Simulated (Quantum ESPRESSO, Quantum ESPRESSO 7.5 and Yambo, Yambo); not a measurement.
# Quasiparticle gap of SiC (P6_3mc) in Yambo

Aim: the G0W0 gap of SiC (P6_3mc) on PBE, step by step.

Method: PBE and many-body steps on it, plane waves, in Quantum ESPRESSO 7.5 and Yambo 5.3.0.

**What was measured.**

- Gap 3.285 eV: band gap at low temperature, quoted from earlier experiments; bulk crystal (quoted in “Excitation properties of the divacancy in 4H-SiC”, 2018, arxiv:1804.01167).

- Gap 3.2 eV: experimental band gap quoted from earlier work; bulk crystal (quoted in “Local vibrational modes of Si vacancy spin qubits in SiC”, 2020, arxiv:2002.00067).

- Gap 3.26 eV: band gap at cryogenic temperature; bulk crystal (literature value) (quoted in “Silicon carbide diodes for neutron detection”, 2020, arxiv:2009.14696).

Report form: the programs' logs are mostly left out.

### Step 1. The structure

It takes space group P6_3mc (No. 186, hexagonal). Conventional cell: a = 3.076 Å, b = 3.076 Å, c = 10.071 Å, α = 90.00°, β = 90.00°, γ = 120.00°. Si has 4 C at 1.88 to 1.89 Å nearest. Nearest to Si lie 4 C at 1.88 to 1.89 Å. Nearest to C lie 4 Si at 1.88 to 1.89 Å. C has 4 Si at 1.88 to 1.89 Å nearest. Farther neighbours are not listed.

The cell and positions are those that the Materials Project relaxed with its own functionals (PBE, PBE+U or r2SCAN), kept fixed.

### Step 2. Ground state

This step: Quantum ESPRESSO 7.5; DFT, PBE, plane waves, norm-conserving pseudopotentials.

The ground-state density comes first.

pw.in reads:

```
&control
  calculation = 'scf'
  prefix = 'x'
  outdir = 'o'
  pseudo_dir = 'pseudo'
/
&system
  ibrav = 0
  nat = 8
  ntyp = 2
  ecutwfc = 74.0
  nbnd = 24
  force_symmorphic = .true.
/
&electrons
  conv_thr = 1e-10
  electron_maxstep = 80
  mixing_beta = 0.5
/
ATOMIC_SPECIES
  Si 28.085 Si.upf
  C 12.011 C.upf
CELL_PARAMETERS angstrom
  3.0756941497 -0.0000000000 0.0000000000
  -1.5378470748 2.6636292679 0.0000000000
  0.0000000000 0.0000000000 10.0706464800
ATOMIC_POSITIONS crystal
  Si 0.6666666667 0.3333333333 0.9378419800
  Si 0.3333333333 0.6666666667 0.4378419800
  Si 0.0000000000 0.0000000000 0.6878943800
  Si 0.0000000000 0.0000000000 0.1878943800
  C 0.6666666667 0.3333333333 0.7498025900
  C 0.3333333333 0.6666666667 0.2498025900
  C 0.0000000000 0.0000000000 0.5004600500
  C 0.0000000000 0.0000000000 0.0004600500
K_POINTS automatic
  6 6 2 0 0 0
```

The run is started by

```console
> OMP_NUM_THREADS=1 mpirun -n 4 pw.x -nk 4 -in pw.in > pw.out
```

Run time: 21 s. Hardware: 4 MPI ranks of Arm Neoverse N1, shared host; peak memory 0.36 GiB; 85 s of CPU time.

Numbers from this step:

```
total energy               : -1117.8116 eV
gap                        : 2.228 eV
k of the valence top       : 0, 0, 0
k of the conduction bottom : 0, -0.5, 0
least direct gap           : 3.353 eV
```

The gap is indirect, with the least direct gap 1.13 eV higher.

### Step 3. Bands along the symmetry lines

Levels along a band path, at the cheap level, show where the edges lie and whether the meshes to come will hold them.

pw.in reads:

```
&control
  calculation = 'bands'
  prefix = 'x'
  outdir = 'o'
  pseudo_dir = 'pseudo'
/
&system
  ibrav = 0
  nat = 8
  ntyp = 2
  ecutwfc = 74.0
  nbnd = 22
  force_symmorphic = .true.
/
&electrons
  conv_thr = 1e-9
  electron_maxstep = 80
  diago_full_acc = .true.
  diago_thr_init = 5e-6
/
ATOMIC_SPECIES
  Si 28.085 Si.upf
  C 12.011 C.upf
CELL_PARAMETERS angstrom
  3.0756941497 -0.0000000000 0.0000000000
  -1.5378470748 2.6636292679 0.0000000000
  0.0000000000 0.0000000000 10.0706464800
ATOMIC_POSITIONS crystal
  Si 0.6666666667 0.3333333333 0.9378419800
  Si 0.3333333333 0.6666666667 0.4378419800
  Si 0.0000000000 0.0000000000 0.6878943800
  Si 0.0000000000 0.0000000000 0.1878943800
  C 0.6666666667 0.3333333333 0.7498025900
  C 0.3333333333 0.6666666667 0.2498025900
  C 0.0000000000 0.0000000000 0.5004600500
  C 0.0000000000 0.0000000000 0.0004600500
K_POINTS crystal
  75
  0.00000000 0.00000000 0.00000000 1
  0.06250000 0.00000000 0.00000000 1
  0.12500000 0.00000000 0.00000000 1
  0.18750000 0.00000000 0.00000000 1
  0.25000000 0.00000000 0.00000000 1
  0.31250000 0.00000000 0.00000000 1
  0.37500000 0.00000000 0.00000000 1
  0.43750000 0.00000000 0.00000000 1
  0.50000000 0.00000000 0.00000000 1
  0.47916667 0.04166667 0.00000000 1
  0.45833333 0.08333333 0.00000000 1
  0.43750000 0.12500000 0.00000000 1
  0.41666666 0.16666666 0.00000000 1
  0.39583333 0.20833333 0.00000000 1
  0.37500000 0.25000000 0.00000000 1
  0.35416666 0.29166666 0.00000000 1
  0.33333333 0.33333333 0.00000000 1
  0.29166666 0.29166666 0.00000000 1
  0.25000000 0.25000000 0.00000000 1
  0.20833333 0.20833333 0.00000000 1
  0.16666666 0.16666666 0.00000000 1
  0.12500000 0.12500000 0.00000000 1
  0.08333333 0.08333333 0.00000000 1
  0.04166667 0.04166667 0.00000000 1
  0.00000000 0.00000000 0.00000000 1
  0.00000000 0.00000000 0.06250000 1
  0.00000000 0.00000000 0.12500000 1
  0.00000000 0.00000000 0.18750000 1
  0.00000000 0.00000000 0.25000000 1
  0.00000000 0.00000000 0.31250000 1
  0.00000000 0.00000000 0.37500000 1
  0.00000000 0.00000000 0.43750000 1
  0.00000000 0.00000000 0.50000000 1
  0.06250000 0.00000000 0.50000000 1
  0.12500000 0.00000000 0.50000000 1
  0.18750000 0.00000000 0.50000000 1
  0.25000000 0.00000000 0.50000000 1
  0.31250000 0.00000000 0.50000000 1
  0.37500000 0.00000000 0.50000000 1
  0.43750000 0.00000000 0.50000000 1
  0.50000000 0.00000000 0.50000000 1
  0.47916667 0.04166667 0.50000000 1
  0.45833333 0.08333333 0.50000000 1
  0.43750000 0.12500000 0.50000000 1
  0.41666666 0.16666666 0.50000000 1
  0.39583333 0.20833333 0.50000000 1
  0.37500000 0.25000000 0.50000000 1
  0.35416666 0.29166666 0.50000000 1
  0.33333333 0.33333333 0.50000000 1
  0.29166666 0.29166666 0.50000000 1
  0.25000000 0.25000000 0.50000000 1
  0.20833333 0.20833333 0.50000000 1
  0.16666666 0.16666666 0.50000000 1
  0.12500000 0.12500000 0.50000000 1
  0.08333333 0.08333333 0.50000000 1
  0.04166667 0.04166667 0.50000000 1
  0.00000000 0.00000000 0.50000000 1
  0.50000000 0.00000000 0.50000000 1
  0.50000000 0.00000000 0.43750000 1
  0.50000000 0.00000000 0.37500000 1
  0.50000000 0.00000000 0.31250000 1
  0.50000000 0.00000000 0.25000000 1
  0.50000000 0.00000000 0.18750000 1
  0.50000000 0.00000000 0.12500000 1
  0.50000000 0.00000000 0.06250000 1
  0.50000000 0.00000000 0.00000000 1
  0.33333333 0.33333333 0.50000000 1
  0.33333333 0.33333333 0.43750000 1
  0.33333333 0.33333333 0.37500000 1
  0.33333333 0.33333333 0.31250000 1
  0.33333333 0.33333333 0.25000000 1
  0.33333333 0.33333333 0.18750000 1
  0.33333333 0.33333333 0.12500000 1
  0.33333333 0.33333333 0.06250000 1
  0.33333333 0.33333333 0.00000000 1
```

Run time: 29 s. Hardware: 4 MPI ranks; peak memory 0.3 GiB.

Numbers from this step:

```
gap                        : 2.228 eV
k of the valence top       : 0, 0, 0
k of the conduction bottom : 0.5, 0, 0
least direct gap           : 3.353 eV
```

The gap is 2.228 eV, as in the run before at this level.

Electronic bands along the path, in eV, zero at the top of the highest filled band:

```csv
point,band 13,band 14,band 15,band 16,band 17,band 18,band 19,band 20
Γ,-0.58,-0.05,0.00,0.00,5.11,5.69,6.31,6.34
halfway,-1.67,-1.63,-0.83,-0.55,3.79,4.30,5.09,6.14
M,-2.37,-2.23,-1.58,-1.13,2.23,2.36,4.24,4.76
halfway,-3.20,-2.57,-1.93,-1.85,3.15,3.99,4.73,6.09
K,-4.00,-2.88,-2.88,-1.68,3.98,3.98,5.20,5.60
halfway,-2.51,-2.08,-1.56,-0.93,4.70,4.93,5.30,6.34
Γ,-0.58,-0.05,0.00,0.00,5.11,5.69,6.31,6.34
halfway,-0.41,-0.41,-0.06,-0.06,5.17,5.54,6.52,6.58
A,-0.21,-0.21,-0.21,-0.21,5.32,5.32,6.78,6.78
halfway,-1.28,-1.28,-0.92,-0.92,3.96,3.96,5.58,5.58
L,-2.51,-2.51,-1.56,-1.56,2.64,2.64,4.22,4.22
halfway,-3.23,-3.23,-2.04,-2.04,3.53,3.53,5.51,5.51
H,-2.76,-2.76,-2.46,-2.46,3.25,3.25,6.69,6.69
halfway,-2.15,-2.15,-1.04,-1.04,4.96,4.96,5.53,5.53
A,-0.21,-0.21,-0.21,-0.21,5.32,5.32,6.78,6.78
jump to L,-2.51,-2.51,-1.56,-1.56,2.64,2.64,4.22,4.22
halfway,-2.49,-1.97,-1.89,-1.24,2.47,2.47,4.03,4.79
M,-2.37,-2.23,-1.58,-1.13,2.23,2.36,4.24,4.76
jump to H,-2.76,-2.76,-2.46,-2.46,3.25,3.25,6.69,6.69
halfway,-3.58,-2.65,-2.65,-2.00,3.55,3.55,5.62,6.19
K,-4.00,-2.88,-2.88,-1.68,3.98,3.98,5.20,5.60
```

### Step 4. Empty states on the mesh, 3×3×2 mesh, 203 bands

The sums over transitions need many empty states on a uniform mesh; this step solves for them.

pw.in reads:

```
&control
  calculation = 'nscf'
  prefix = 'x'
  outdir = 'o'
  pseudo_dir = 'pseudo'
/
&system
  ibrav = 0
  nat = 8
  ntyp = 2
  ecutwfc = 74.0
  nbnd = 203
  force_symmorphic = .true.
/
&electrons
  conv_thr = 1e-9
  electron_maxstep = 80
  diago_full_acc = .true.
  diago_thr_init = 5e-6
/
ATOMIC_SPECIES
  Si 28.085 Si.upf
  C 12.011 C.upf
CELL_PARAMETERS angstrom
  3.0756941497 -0.0000000000 0.0000000000
  -1.5378470748 2.6636292679 0.0000000000
  0.0000000000 0.0000000000 10.0706464800
ATOMIC_POSITIONS crystal
  Si 0.6666666667 0.3333333333 0.9378419800
  Si 0.3333333333 0.6666666667 0.4378419800
  Si 0.0000000000 0.0000000000 0.6878943800
  Si 0.0000000000 0.0000000000 0.1878943800
  C 0.6666666667 0.3333333333 0.7498025900
  C 0.3333333333 0.6666666667 0.2498025900
  C 0.0000000000 0.0000000000 0.5004600500
  C 0.0000000000 0.0000000000 0.0004600500
K_POINTS automatic
  3 3 2 0 0 0
```

Elapsed: 38 s, on 4 MPI ranks; peak memory 0.65 GiB; 2.5 min of CPU time.

Numbers from this step:

```
gap                                                           : 3.011 eV
k of the valence top                                          : 0, 0, 0
k of the conduction bottom                                    : 0, 0.3333, 0
least direct gap                                              : 3.856 eV
k points computed                                             : 6
lowest point of the top converged band, above the valence top : 82.2029 eV
```

On this mesh the gap is 3.011 eV. The earlier step found 2.228 eV, so this mesh misses an edge.

### Step 5. Conversion and set-up

This step: Yambo 5.3.0; conversion and set-up on PBE, plane waves, norm-conserving pseudopotentials.

The states are converted to the many-body program's format and the q mesh is built.

The run is started by

```console
> (cd o/x.save; p2y > p2y.log; mv SAVE ../..); yambo > setup.log
```

It took 2.7 s on 1 MPI rank; peak memory 0.24 GiB.

### Step 6. Screening and self-energy, 3×3×2 mesh, 203 bands, screening to 129.3 eV

G0W0 replaces the xc potential by the self-energy, built once from these orbitals. Only a window of levels is corrected, while the sums run over the empty bands that the input names.

This step: G0W0 on PBE, plane waves, norm-conserving pseudopotentials.

gw1.in reads:

```
HF_and_locXC
gw0
dyson
ppa
em1d
rim_cut
RandQpts= 1000000
RandGvec= 1 RL
EXXRLvcs= 74 Ry
VXCRLvcs= 296 Ry
Chimod= "HARTREE"
% BndsRnXp
 1 | 203 |
%
NGsBlkXp= 9.5 Ry
% LongDrXp
 1 | 1 | 1 |
%
% GbndRnge
 1 | 203 |
%
DysSolver= "n"
ExtendOut
PPAPntXp= 27.21138 eV
% QPkrange
 1 | 6 | 5 | 23 |
%
```

The run is started by

```console
> OMP_NUM_THREADS=1 mpirun -n 4 yambo -F gw1.in -J gw1 -C gw1 > gw1.log
```

Wall time 12 min (4 MPI ranks); peak memory 1.8 GiB; 46 min of CPU time.

Numbers from this step:

```yaml
g0w0_gap_on_the_mesh: 3.732 eV
starting_gap_on_the_mesh: 3.011 eV
k_of_the_valence_top: 0, 0, 0
k_of_the_conduction_bottom: 0, 0.3333, 0
least_direct_g0w0_gap_on_the_computed_points: 4.714 eV
z_at_the_valence_top: 0.7964
z_at_the_conduction_bottom: 0.8151
```

The gap on the mesh goes from 3.01 eV to 3.73 eV, a correction of +0.72 eV. The start differs from the 2.23 eV found before because the two sample other k points.

Limits: finite bands, cutoff and mesh; coarse k mesh. v1 is the top filled band, c1 the lowest empty one. The levels before and after the correction (eV, zero at the valence-band top of each column):

```csv
,conduction bottom,valence top
Kohn-Sham,3.01,0.00
G0W0,3.73,0.00
```

```csv
,level,energy (eV)
Kohn-Sham,Γ v3,-0.053
Kohn-Sham,Γ v2-v1,0.000
Kohn-Sham,Γ c1,5.111
Kohn-Sham,Γ c2,5.691
Kohn-Sham,Γ c3,6.311
Kohn-Sham,(0 0.333 0) v3,-2.022
Kohn-Sham,(0 0.333 0) v2,-1.372
Kohn-Sham,(0 0.333 0) v1,-0.845
Kohn-Sham,(0 0.333 0) c1,3.011
Kohn-Sham,(0 0.333 0) c2,3.247
Kohn-Sham,(0 0.333 0) c3,4.557
G0W0,Γ v3,0.000
G0W0,Γ v2-v1,-0.023
G0W0,Γ c1,6.017
G0W0,Γ c2,6.585
G0W0,Γ c3,7.224
G0W0,(0 0.333 0) v3,-2.304
G0W0,(0 0.333 0) v2,-1.501
G0W0,(0 0.333 0) v1,-0.982
G0W0,(0 0.333 0) c1,3.732
G0W0,(0 0.333 0) c2,3.975
G0W0,(0 0.333 0) c3,5.348
```

### Step 7. Where the time went

Times are wall times on the hardware named with each run, good to a factor of about two.

```csv
step,time,share,memory (GiB)
ground state,21 s,3 %,0.36
bands along the symmetry lines,29 s,4 %,0.3
empty states on the mesh,38 s,5 %,0.65
conversion and set-up,2.7 s,0 %,0.24
screening and self-energy,12 min,88 %,1.8
```

### Step 8. Results

```json
{
  "PBE gap": "2.23 eV, indirect",
  "G0W0 gap on the mesh": "3.73 eV",
  "G0W0 gap over the zone (rigid shift)": "2.95 eV",
  "GW settings": "3×3×2 mesh, 203 bands, screening to 129.3 eV, Godby-Needs plasmon pole",
  "known limits": "not at the basis limit; coarse k mesh"
}
```

What this shows: G0W0 moves the gap on the mesh from 3.01 eV to 3.73 eV (+0.72 eV), with Z of 0.80 and 0.82 at the edges. The mesh misses the band edges by 0.78 eV in all; a rigid shift gives 2.95 eV for the zone. The dearest step here is «screening and self-energy». Against experiment, by G0W0@PBE: the gap of 2.95 eV lies −0.34 eV from the measured 3.285 eV (kind not stated, quoted 2018); the gap of 2.95 eV lies −0.25 eV from the measured 3.2 eV (kind not stated, quoted 2020); the gap of 2.95 eV lies −0.31 eV from the measured 3.26 eV (kind not stated, quoted 2020). The calculation has static nuclei and no excitons; a measured gap holds zero-point and thermal motion, which mostly lowers it. Bands and cutoff are finite, so the gap is not at the basis limit. The miss can reach some tenths of an eV and take either sign; the mesh is an error of its own. A denser mesh or path gives a starting gap of 2.23 eV: the GW mesh misses a band edge, so its gaps are not the fundamental one. The 3×3×2 mesh is coarse for this cell, which bears on the long-range parts of exchange and screening.

[Paths, hosts, dates, memory and timing lines, banners, echoed tables and standing remarks are left out of the program output.]

[Logs are printed without paths, hosts, clocks, repeated set-up lines and the standing remarks that a program may print on its own settings, such as how far it seeks lower states.]

[Runs of the session that timed out or met a known fault of the program may be left out.]

[Hosts, paths, dates, database ids (printed as entryN), source tags and the programs' standing remarks are cut or masked in the printed files.]
